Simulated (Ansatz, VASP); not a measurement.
Cd in VASP and in Ansatz

Contents of INCAR:

```
ALGO = Normal
EDIFF = 1E-6
ENCUT = 520
GGA = RP
ISIF = 2
ISMEAR = -1
LASPH = T
LCHARG = F
LREAL = F
LWAVE = F
NBANDS = 12
NELM = 60
PREC = Accurate
SIGMA = 0.1
```

KPOINTS

```
k-points
0
Gamma
  13 13 13
```

File POSCAR:

```
Cd
1.0
    0.0000000000      2.2399078664      2.2399078664
    2.2399078664      0.0000000000      2.2399078664
    2.2399078664      2.2399078664      0.0000000000
Cd
1
Direct
    0.0000000000      0.0000000000      0.0000000000
```

Input for Ansatz:

```yaml
crystal:
  lattice:
    - [0.0, 2.2399078664, 2.2399078664]
    - [2.2399078664, 0.0, 2.2399078664]
    - [2.2399078664, 2.2399078664, 0.0]
  atoms:
    - { symbol: Cd, position: [0.0, 0.0, 0.0] }
hamiltonian:
  xc: rpbe
  pseudopotentials:
    kind: paw
    azcp:
      Cd: "pseudopotentials/Cd.paw.azcp"
basis:
  ecutwfc: 420
  fft_grid_basis: typed
kpoints:
  mp_grid: { grid: [13, 13, 13], shift: [0, 0, 0] }
magnetization:
  spin_polarized: false
scf:
  occupations: { method: fermi_dirac, width: 0.1 }
  lower_state_search: "off"
output:
  stress: true
  write_density: true
  write_potential: true
  elf: true
  volumetric_format: npy
```

Alike in both runs: task single point; functional RPBE; k mesh 13 × 13 × 13; occupations fermi-dirac, width 0.1 eV; no spin polarisation.

```csv
,VASP,Ansatz
version,VASP 6.6.1,Ansatz 0.2.0
potentials or method,"VASP PAW PBE potentials, release 64 (Cd)","plane waves (420 eV) with PAW, scalar-relativistic"
plane-wave cutoff (eV),520,420
valence electrons in the cell,12,20
```

Ansatz gave:

```
pressure (GPa) : 3.2
```

Task: What did VASP give for the same quantities?

Result: Pressure (GPa): 3.4.

The two sets of potentials don't hold the same shells in valence.

Caveats: the PAW data sets were made with another functional, which shifts forces and pressure a little (VASP).
